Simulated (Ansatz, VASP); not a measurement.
**Two plane-wave programs on TiC**

Contents of INCAR:

```
SYSTEM = TiC
ALGO = Normal
EDIFF = 1E-7
EDIFFG = -0.01
ENCUT = 600
GGA = PE
IBRION = 2
ISIF = 3
ISMEAR = -1
LASPH = .TRUE.
LCHARG = .FALSE.
LDAU = .TRUE.
LDAUJ = 0 0
LDAUL = 2 -1
LDAUPRINT = 1
LDAUTYPE = 2
LDAUU = 4 0
LMAXMIX = 4
LREAL = .FALSE.
LWAVE = .FALSE.
NELM = 150
NSW = 60
PREC = Accurate
SIGMA = 0.05
```

File KPOINTS:

```
k-points
0
G
  11 11 11
  0 0 0
```

File POSCAR:

```
TiC
1.0
    0.0000000000      2.1657188437      2.1657188437
    2.1657188437      0.0000000000      2.1657188437
    2.1657188437      2.1657188437      0.0000000000
Ti C
1 1
Direct
    0.0000000000      0.0000000000      0.0000000000
    0.5000000000      0.5000000000      0.5000000000
```

input.yaml

```yaml
crystal:
  lattice:
    - [0.0, 2.1657188437, 2.1657188437]
    - [2.1657188437, 0.0, 2.1657188437]
    - [2.1657188437, 2.1657188437, 0.0]
  atoms:
    - { symbol: Ti, position: [0.0, 0.0, 0.0] }
    - { symbol: C, position: [0.5, 0.5, 0.5] }
hamiltonian:
  xc: pbe
  pseudopotentials: { kind: paw }
  hubbard: { sites: [{ species: Ti, l: d, u_eff: 4.0 }] }
kpoints:
  mp_grid: { grid: [11, 11, 11] }
scf:
  occupations: { method: fermi_dirac, width: 0.05 }
output:
  forces: true
  stress: true
  eigenvalues: true
  write_density: true
  write_potential: true
  elf: true
  volumetric_format: npy
relax:
  f_tol: 0.01
  max_steps: 40
  cell: { stress_tol: 0.05 }
```

The cell is a database's computed one.

Alike in both runs: task relaxation of cell and atoms; functional PBE; k mesh 11 × 11 × 11; occupations fermi-dirac, width 0.05 eV; no spin polarisation; Hubbard terms Ti d U = 4.0 eV.

|  | VASP | Ansatz |
| --- | --- | --- |
| version | VASP 6.6.1 | Ansatz 0.2.0 |
| potentials or method | VASP PAW PBE potentials, release 64 (Ti_sv, C) | Ansatz PAW |
| plane-wave cutoff (eV) | 600 | 420 |
| valence electrons in the cell | 16 | 16 |

Ansatz gave:

* gap on the k mesh at the Fermi level, each at its own relaxed structure (eV): none
* relaxed volume (Å³/atom): 10.45
* relaxed cell length with the largest relative difference (Å): 3.092
* energy change over the relaxation (meV/atom): -6

**Question.** What did VASP give for the same quantities?

**Answer.** gap on the k mesh at the Fermi level, each at its own relaxed structure (eV): none; relaxed volume (Å³/atom): 10.63; relaxed cell length with the largest relative difference (Å): 3.110; energy change over the relaxation (meV/atom): -17.

The programs project onto different local orbitals, so the same U acts differently. A gap of «none» marks a metal or a gap that the smearing closes.

Caveats: U without spin polarisation on a metal has little footing; the U is typed as a test and isn't derived for this compound; the plane-wave basis is chosen anew once the cell has moved, so the energies of steps on either side of that aren't comparable (Ansatz).
